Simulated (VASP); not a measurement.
Input of a VASP 6.6.1 run:

INCAR

```
PREC = Accurate
ENCUT = 700
EDIFF = 1E-8
ISMEAR = 0
SIGMA = 0.02
LREAL = False
LASPH = True
NELM = 60
ALGO = Normal
ISIF = 2
LWAVE = False
LCHARG = False
GGA = PE
LEPSILON = True
IBRION = 8
NSW = 1
```

File KPOINTS:

```
Automatic mesh
0
Gamma
  14 14 14
```

The input POSCAR:

```
C                                       
1.0
    0.0000000000      1.7854487266      1.7854487266
    1.7854487266      0.0000000000      1.7854487266
    1.7854487266      1.7854487266      0.0000000000
  C             
     2
Direct
     0.0000000000000000    0.0000000000000000    0.0000000000000000
     0.2500000000000000    0.2500000000000000    0.2500000000000000
```

Potentials or basis: VASP PAW PBE potentials, release 64 (C).

The run is started by

```console
$ cat potpaw_PBE.64/C/POTCAR > POTCAR
$ mpirun -np 1 vasp_std > vasp.out
```

Estimate the electronic dielectric tensor (diagonal).

5.85.

What does it give for the Born charges (mean of the diagonal)?

C +0.00 e.

Predict the highest phonon frequency at Γ.

1293 cm⁻¹.

Born effective charge tensors (e):
atom 1, C
```
0.00 0.00 0.00
0.00 0.00 0.00
0.00 0.00 0.00
```
atom 2, C
```
0.00 0.00 0.00
0.00 0.00 0.00
0.00 0.00 0.00
```
